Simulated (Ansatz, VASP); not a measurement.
**One calculation of Ni, two programs**

```
Ni
1.0
     2.42189    0.00000    0.00000
    -1.21095    2.09742    0.00000
     0.00000    0.00000   23.90990
Ni
5
Direct
  0.83333 0.16667 0.33567
  0.16667 0.83333 0.41733
  0.50000 0.50000 0.50000
  0.83333 0.16667 0.58267
  0.16667 0.83333 0.66433
```

Alike in both runs: functional LDA; k mesh 19 × 19 × 1; occupations fermi-dirac, width 0.1 eV; collinear spin.

Ansatz relaxed the structure, and its values are those at the end. VASP's run is a single point on that final structure, the one shown.

|  | VASP | Ansatz |
| --- | --- | --- |
| version | VASP 6.6.1 | Ansatz 0.2.0 |
| potentials or method | VASP PAW LDA potentials, release 64 (Ni), cutoff 520 eV | all-electron LAPW, scalar-relativistic |

```tsv
	VASP	Ansatz	Ansatz less VASP
net moment per atom (μB)	0.58	0.60	+0.023
size of the moment on the site where the two differ most (μB)	0.59	0.64	+0.045
```

Site moments also hang on the region over which each program counts them. Ansatz ran all-electron here, so the differences hold the error of VASP's frozen core and of both bases.
